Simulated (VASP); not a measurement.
# CdTe (F-43m) in VASP: further runs

Aim: see how the results for CdTe move with the level of theory and the settings. Levels: MS2, r2SCAN+D4, r2SCAN, LDA. Tasks: relaxation of cell and atoms, single point.

Everything below comes from runs of VASP 6.6.1. Logs are shortened: lines on timing, memory, paths and dates and some standing lists are left out, and cuts for length are marked.

**The experiment to reproduce.**

From a printed reference work, data compilation, for a bulk crystal of CdTe at 0 K: band gap 1.607 eV.

How close the calculation comes is told below.

## Step 1: Starting point

It takes space group F-43m (No. 216, cubic). The conventional cell has a = 6.410 Å, b = 6.410 Å, c = 6.410 Å, α = 90.00°, β = 90.00°, γ = 90.00°. Te (site symmetry -43m) has 4 Cd at 2.78 Å as nearest neighbours. Cd (site symmetry -43m) has 4 Te at 2.78 Å as nearest neighbours.

## Step 2: Relaxation of cell and atoms, MS2

INCAR

```
  PREC = Accurate
  ENCUT = 600
  EDIFF = 1E-7
  ISMEAR = 0
  SIGMA = 0.05
  LREAL = False
  LASPH = True
  NELM = 60
  ALGO = Normal
  ISIF = 3
  LWAVE = False
  LCHARG = False
  METAGGA = MS2
  LMIXTAU = True
  IBRION = 2
  NSW = 60
  EDIFFG = -0.01
```

KPOINTS

```
regular mesh
0
Gamma
  7 7 7
```

POSCAR

```
CdTe
1.0
    0.0000000000      3.2050000000      3.2050000000
    3.2050000000      0.0000000000      3.2050000000
    3.2050000000      3.2050000000      0.0000000000
Te Cd
1 1
Direct
    0.7500000000      0.7500000000      0.7500000000
    0.0000000000      0.0000000000      0.0000000000
```

Potentials or basis: VASP PAW PBE potentials, release 64 (Te, Cd).

On the command line:

```bash
$ cat potpaw_PBE.64/Te/POTCAR potpaw_PBE.64/Cd/POTCAR > POTCAR
$ mpirun -np 1 vasp_std > vasp.out
```

OUTCAR:

```text
PREC = Accurate
   ENCUT = 600
   EDIFF = 1E-7
   ISMEAR = 0
   LREAL = False
   LASPH = True
   NELM = 60
   ISIF = 3
   METAGGA = MS2
   IBRION = 2
   NSW = 60
   EDIFFG = -0.01

 ion  position               nearest neighbor table
   1  0.750  0.750  0.750-   2 2.78   2 2.78   2 2.78   2 2.78
   2  0.000  0.000  0.000-   1 2.78   1 2.78   1 2.78   1 2.78

  LATTYP: Found a face centered cubic cell.
 ALAT       =     6.4100000000

  Lattice vectors:

 A1 = (   0.0000000000,   3.2050000000,   3.2050000000)
 A2 = (   3.2050000000,   0.0000000000,   3.2050000000)
 A3 = (   3.2050000000,   3.2050000000,   0.0000000000)

Analysis of symmetry for initial positions (statically):
=====================================================================
 Subroutine PRICEL returns:
 Original cell was already a primitive cell.

 Routine SETGRP: Setting up the symmetry group for a
 face centered cubic supercell.

 Subroutine GETGRP returns: Found 24 space group operations
 (whereof 24 operations were pure point group operations)
 out of a pool of 48 trial point group operations.

The static configuration has the point symmetry T_d .

Analysis of symmetry for dynamics (positions and initial velocities):
=====================================================================
 Subroutine PRICEL returns:
 Original cell was already a primitive cell.

 Routine SETGRP: Setting up the symmetry group for a
 face centered cubic supercell.

 Subroutine GETGRP returns: Found 24 space group operations
 (whereof 24 operations were pure point group operations)
 out of a pool of 48 trial point group operations.

The dynamic configuration has the point symmetry T_d .

 Subroutine INISYM returns: Found 24 space group operations
 (whereof 24 operations are pure point group operations),
 and found     1 'primitive' translations

----------------------------------------------------------------------------------------

                                     Primitive cell

  volume of cell :      65.8437

  direct lattice vectors                    reciprocal lattice vectors
     0.000000000  3.205000000  3.205000000    -0.156006240  0.156006240  0.156006240
     3.205000000  0.000000000  3.205000000     0.156006240 -0.156006240  0.156006240
     3.205000000  3.205000000  0.000000000     0.156006240  0.156006240 -0.156006240

  length of vectors
     4.532554467  4.532554467  4.532554467     0.270210734  0.270210734  0.270210734

  position of ions in fractional coordinates (direct lattice)
     0.750000000  0.750000000  0.750000000
     0.000000000  0.000000000  0.000000000

  ion indices of the primitive-cell ions
   primitive index   ion index
                 1           1
                 2           2

----------------------------------------------------------------------------------------

 KPOINTS: regular mesh

Automatic generation of k-mesh.
 Grid dimensions read from file:
 generate k-points for:    7    7    7

 Generating k-lattice:

  Cartesian coordinates                     Fractional coordinates (reciprocal lattice)
    -0.022286606  0.022286606  0.022286606     0.142857143  0.000000000  0.000000000
     0.022286606 -0.022286606  0.022286606     0.000000000  0.142857143  0.000000000
     0.022286606  0.022286606 -0.022286606     0.000000000  0.000000000  0.142857143

  Length of vectors
     0.038601533  0.038601533  0.038601533

  Shift w.r.t. Gamma in fractional coordinates (k-lattice)
     0.000000000  0.000000000  0.000000000

 Subroutine IBZKPT returns following result:
 ===========================================

 Found     20 irreducible k-points:

 Following reciprocal coordinates:
            Coordinates               Weight
  0.000000  0.000000  0.000000      1.000000
  0.142857  0.000000  0.000000      8.000000
  0.285714  0.000000  0.000000      8.000000
  0.428571  0.000000  0.000000      8.000000
  0.142857  0.142857  0.000000      6.000000
  0.285714  0.142857  0.000000     24.000000
[... 12 lines left out ...]
 -0.428571  0.428571  0.142857     24.000000
 -0.285714  0.428571  0.142857     24.000000
   k-points           NKPTS =     20   k-points in BZ     NKDIM =     20   number of bands    NBANDS=     13
   number of dos      NEDOS =    301   number of ions     NIONS =      2
   total plane-waves  NPLWV =  46656
   dimension x,y,z NGX =    36 NGY =   36 NGZ =   36
   dimension x,y,z NGXF=    72 NGYF=   72 NGZF=   72
   ions per type =               1   1
   NGX,Y,Z   is equivalent  to a cutoff of  13.20, 13.20, 13.20 a.u.
   NGXF,Y,Z  is equivalent  to a cutoff of  26.41, 26.41, 26.41 a.u.
 SYSTEM =  unknown system
   PREC   = accura    normal or accurate (medium, high low for compatibility)
   ISTART =      0    job   : 0-new  1-cont  2-samecut
   ICHARG =      2    charge: 1-file 2-atom 10-const
   ISPIN  =      1    spin polarized calculation?
   LNONCOLLINEAR =      F non collinear calculations
   LSORBIT =      F    spin-orbit coupling
   LASPH  =      T    aspherical Exc in radial PAW
   ENCUT  =  600.0 eV  44.10 Ry    6.64 a.u.   9.05  9.05  9.05*2*pi/ulx,y,z
   NELM   =     60;   NELMIN=  2; NELMDL= -5     # of ELM steps
   EDIFF  = 0.1E-06   stopping-criterion for ELM
   LREAL  =      F    real-space projection
   EDIFFG = -.1E-01   stopping-criterion for IOM
   NSW    =     60    number of steps for IOM
   IBRION =      2    ionic relax: 0-MD 1-quasi-New 2-CG
   NFREE  =      1    steps in history (QN), initial steepest desc. (CG)
   ISIF   =      3    stress and relaxation
   ISYM   =      2    0-nonsym 1-usesym 2-fastsym
   POTIM  = 0.5000    time-step for ionic-motion
   TEBEG  =    0.0;   TEEND  =   0.0 temperature during run
   PSTRESS=    0.0 pullay stress
   NELECT =      18.0000    total number of electrons
   NUPDOWN=      -1.0000    fix difference up-down
   EMIN   =  10.00;   EMAX   =-10.00  energy-range for DOS
   EFERMI =   0.00;   METHOD = LEGACY
   ISMEAR =     0;   SIGMA  =   0.05  broadening in eV -4-tet -1-fermi 0-gaus
   EFERMI_NEDOS =   21; number of points for ismear=-14 and -15
   IALGO  =     38    algorithm
   IMIX   =      4    mixing-type and parameters
     AMIX     =   0.40;   BMIX     =  1.00
     AMIX_MAG =   1.60;   BMIX_MAG =  1.00
  volume/ion in A,a.u.               =      32.92       222.17
  Fermi-wavevector in a.u.,A,eV,Ry     =   1.062497  2.007828 15.359610  1.128899
  Thomas-Fermi vector in A             =   2.197950
   LORBIT       =      0    0 simple, 1 ext, 2 COOP (PROOUT), +10 PAW based schemes
   METAGGA = MS2    functional components
   LHFCALC =     F    Hartree Fock is set to
   AEXX    =    0.0000 exact exchange contribution
   IVDW    =     0    specifies the selected vdW correction
   LEPSILON=     F    determine dielectric tensor
   LRPA    =     F    only Hartree local field effects (RPA)
 conjugate gradient relaxation of ions
 non-spin polarized calculation
 Gauss-broadening in eV      SIGMA  =   0.05
  energy-cutoff  :      600.00
  volume of cell :       65.84
 maximum number of plane-waves:      2213
   NGX = 19   NGY = 19   NGZ = 19

--------------------------------------- Ionic step        1  -------------------------------------------

 number of electron      17.9999995 magnetization

 Free energy of the ion-electron system (eV)
  ---------------------------------------------------
  ext. energy  EPLUGINS =         0.00000000
  ---------------------------------------------------
  free energy    TOTEN  =         2.49269329 eV

  energy without entropy =        2.49269329  energy(sigma->0) =        2.49269329

------------------------ aborting loop because EDIFF is reached ----------------------------------------

  FORCE on cell =-STRESS in cart. coord.  units (eV):
  Direction    XX          YY          ZZ          XY          YZ          ZX
  --------------------------------------------------------------------------------------
  -------------------------------------------------------------------------------------
  Total        0.9081473      0.9081473      0.9081473     -0.0000000     -0.0000000     -0.0000000
  in kB       22.0979900     22.0979900     22.0979900     -0.0000000     -0.0000000     -0.0000000
  external PRESSURE =      22.0979900 kB  Pullay stress =       0.0000000 kB

 VOLUME and BASIS-vectors are now :
 -----------------------------------------------------------------------------
  energy-cutoff  :      600.00
  volume of cell :       65.84
      direct lattice vectors                 reciprocal lattice vectors
     0.000000000  3.205000000  3.205000000    -0.156006240  0.156006240  0.156006240
     3.205000000  0.000000000  3.205000000     0.156006240 -0.156006240  0.156006240
     3.205000000  3.205000000  0.000000000     0.156006240  0.156006240 -0.156006240
[... 37 lines left out ...]
 POSITION                                       TOTAL-FORCE (eV/Angst)
 -----------------------------------------------------------------------------------
      4.91281      4.91281      4.91281        -0.000000      0.000000     -0.000000
      6.55042      6.55042      6.55042         0.000000     -0.000000      0.000000
 -----------------------------------------------------------------------------------
    total drift:                               -0.000010     -0.000010     -0.000010

  FREE ENERGIE OF THE ION-ELECTRON SYSTEM (eV)
  ---------------------------------------------------
  free  energy   TOTEN  =         2.4734176318 eV

  energy  without entropy=        2.4734176318  energy(sigma->0) =        2.47341763

--------------------------------------- Ionic step        3  -------------------------------------------

 number of electron      18.0000000 magnetization

 Free energy of the ion-electron system (eV)
  ---------------------------------------------------
  ext. energy  EPLUGINS =         0.00000000
  ---------------------------------------------------
  free energy    TOTEN  =         2.47117859 eV

  energy without entropy =        2.47117859  energy(sigma->0) =        2.47117859

 E-fermi :   2.2843     XC(G=0):  -8.8625

 val. band max:        2.0511231383   @ k =   0.0000   0.0000   0.0000
 cond. band min:       3.0575228355   @ k =   0.0000   0.0000   0.0000
 fundamental gap:      1.0063996973
 Fermi energy:         2.2843103065

 k-point     1 :       0.0000    0.0000    0.0000
  band No.  band energies     occupation
      1      -9.0445      2.00000
      2      -6.2103      2.00000
      3      -6.2103      2.00000
      4      -6.2102      2.00000
      5      -5.9492      2.00000
      6      -5.9492      2.00000
      7       2.0511      2.00000
      8       2.0511      2.00000
      9       2.0511      2.00000
     10       3.0575      0.00000
     11       6.7547      0.00000
     12       6.7547      0.00000
     13       6.7547      0.00000

 k-point     2 :       0.1429    0.0000    0.0000
  band No.  band energies     occupation
      1      -8.9703      2.00000
      2      -6.1963      2.00000
      3      -6.1963      2.00000
      4      -6.1489      2.00000
      5      -5.9502      2.00000
      6      -5.9502      2.00000
      7       0.6737      2.00000
      8       1.8797      2.00000
      9       1.8797      2.00000
     10       3.9877      0.00000
     11       6.7660      0.00000
[... 310 lines left out ...]
 POSITION                                       TOTAL-FORCE (eV/Angst)
 -----------------------------------------------------------------------------------
      4.88609      4.88609      4.88609         0.000000      0.000000     -0.000000
      0.00000      0.00000      0.00000        -0.000000     -0.000000      0.000000
 -----------------------------------------------------------------------------------
    total drift:                               -0.000013     -0.000013     -0.000013

  FREE ENERGIE OF THE ION-ELECTRON SYSTEM (eV)
  ---------------------------------------------------
  free  energy   TOTEN  =         2.4711785928 eV

  energy  without entropy=        2.4711785928  energy(sigma->0) =        2.47117859

 reached required accuracy - stopping structural energy minimisation
```

It took 6.1 min on 1 thread of Intel Xeon Platinum 8375C at 2.90GHz (Ice Lake), shared host; peak memory 0.24 GiB.

What came out:

| Quantity | Value |
| --- | --- |
| Free energy | 2.4712 eV |
| Relaxed volume | 34.56 Å³/atom |
| Relaxed cell | a = 4.607 Å, b = 4.607 Å, c = 4.607 Å, α = 60.00°, β = 60.00°, γ = 60.00° |
| Space group after relaxing (to 0.05 Å) | F-43m (No. 216) |
| Energy gained by relaxing | 10.8 meV/atom |
| Ionic steps | 3 |
| Pressure after relaxing | 0.0 GPa |
| Band gap on the k mesh | 1.01 eV, direct |

The path:
```
step  energy change (eV)  largest force (eV/Å)  pressure (GPa)  volume (Å³)
   1              0.0000                0.0000            2.21        65.84
   2             -0.0193                0.0000           -0.61        70.27
   3             -0.0215                0.0000            0.02        69.13
```

Final structure:
```yaml
crystal:
  lattice:
    - [0.00000, 3.25739, 3.25739]
    - [3.25739, 0.00000, 3.25739]
    - [3.25739, 3.25739, 0.00000]
  atoms:
    - { symbol: Te, position: [0.75000, 0.75000, 0.75000] }
    - { symbol: Cd, position: [0.00000, 0.00000, 0.00000] }
```

Levels at points of the mesh, in eV from the valence-band top:
```tsv
k point	band 5	band 6	band 7	band 8	band 9	band 10	band 11	band 12	band 13
(0.00, 0.00, 0.00)	-8.00	-8.00	0.00	0.00	0.00	1.01	4.70	4.70	4.70
```

Caveat: the PAW data sets were made with another functional, which shifts forces and pressure a little; spin-orbit coupling is left out, which moves the levels of the heavy elements.

## Step 3: Relaxation of cell and atoms, r2SCAN+D4

INCAR

```
SYSTEM = CdTe
PREC = Accurate
ENCUT = 600
EDIFF = 1E-6
ISMEAR = 0
SIGMA = 0.05
LREAL = .FALSE.
LASPH = .TRUE.
NELM = 60
ALGO = Normal
ISIF = 3
LWAVE = .FALSE.
LCHARG = .FALSE.
METAGGA = R2SCAN
LMIXTAU = .TRUE.
IVDW = 13
VDW_S6 = 1.0
VDW_S8 = 0.6018749
VDW_A1 = 0.51559235
VDW_A2 = 5.77342911
IBRION = 2
NSW = 40
EDIFFG = -0.02
```

KPOINTS

```
Automatic mesh
0
G
  7 7 7
  0 0 0
```

POSCAR is that of step 2.

Potentials or basis: VASP PAW PBE potentials, release 64 (Te, Cd).

On the command line:

```bash
$ cat potpaw_PBE.64/Te/POTCAR potpaw_PBE.64/Cd/POTCAR > POTCAR
$ mpirun -np 1 vasp_std > vasp.out
```

Run time: 3.4 min. Hardware: 1 thread of Intel Xeon Platinum 8375C at 2.90GHz (Ice Lake), shared host; peak memory 0.24 GiB.

Results (log left out):

| Quantity | Value |
| --- | --- |
| Free energy | -46.8904 eV |
| Relaxed volume | 34.85 Å³/atom |
| Relaxed cell | a = 4.619 Å, b = 4.619 Å, c = 4.619 Å, α = 60.00°, β = 60.00°, γ = 60.00° |
| Space group after relaxing (to 0.05 Å) | F-43m (No. 216) |
| Energy gained by relaxing | 15.6 meV/atom |
| Ionic steps | 3 |
| Pressure after relaxing | 0.0 GPa |
| Band gap on the k mesh | 1.19 eV, direct |
| Dispersion energy per atom | -0.124 eV |

The path:
```csv
step,energy change (eV),largest force (eV/Å),pressure (GPa),volume (Å³)
1,0.0000,0.0000,2.74,65.84
2,-0.0264,0.0000,-0.92,71.35
3,-0.0312,0.0000,0.01,69.70
```

Final structure:
```cif
data_structure
_symmetry_space_group_name_H-M 'P 1'
_symmetry_Int_Tables_number 1
_cell_length_a 4.6195
_cell_length_b 4.6195
_cell_length_c 4.6195
_cell_angle_alpha 60.000
_cell_angle_beta 60.000
_cell_angle_gamma 60.000
_cell_volume 69.70
loop_
_atom_site_label
_atom_site_type_symbol
_atom_site_fract_x
_atom_site_fract_y
_atom_site_fract_z
_atom_site_occupancy
Te1 Te 0.75000 0.75000 0.75000 1
Cd1 Cd 0.00000 0.00000 0.00000 1
```

Levels at points of the mesh, in eV from the valence-band top:
```csv
k point,band 7,band 8,band 9,band 10,band 11,band 12
"(0.00, 0.00, 0.00)",0.00,0.00,0.00,1.19,5.05,5.05
```

Caveat: the PAW data sets were made with another functional, which shifts forces and pressure a little; spin-orbit coupling is left out, which moves the levels of the heavy elements.

(Continued in part 2 of 2.)
